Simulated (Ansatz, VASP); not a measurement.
# One calculation of Ge, two programs

```xyz
2
Lattice="0.0000 2.8289 2.8289 2.8289 0.0000 2.8289 2.8289 2.8289 0.0000" Properties=species:S:1:pos:R:3 pbc="T T T"
Ge    4.2434    4.2434    4.2434
Ge    2.8289    2.8289    2.8289
```

Alike in both runs: task single point; functional PBE; k mesh 8 × 8 × 8; occupations gaussian, width 0.026 eV; no spin polarisation.

|  | VASP | Ansatz |
| --- | --- | --- |
| version | VASP 6.6.1 | Ansatz 0.2.0 |
| potentials or method | VASP PAW PBE potentials, release 64 (Ge_d) | Ansatz PAW |
| plane-wave cutoff (eV) | 520 | 420 |
| valence electrons in the cell | 28 | 28 |

Ansatz gave:

* gap on the k mesh at the Fermi level (eV): 0.03
* least direct gap on the mesh (eV): 0.03
* pressure (GPa): 3.6

Estimate VASP's values.

gap on the k mesh at the Fermi level (eV): 0.03; least direct gap on the mesh (eV): 0.03; pressure (GPa): 3.5.

With one functional, cell and mesh, what is left measures potentials, basis and numerics.

A k mesh can miss the band edges.
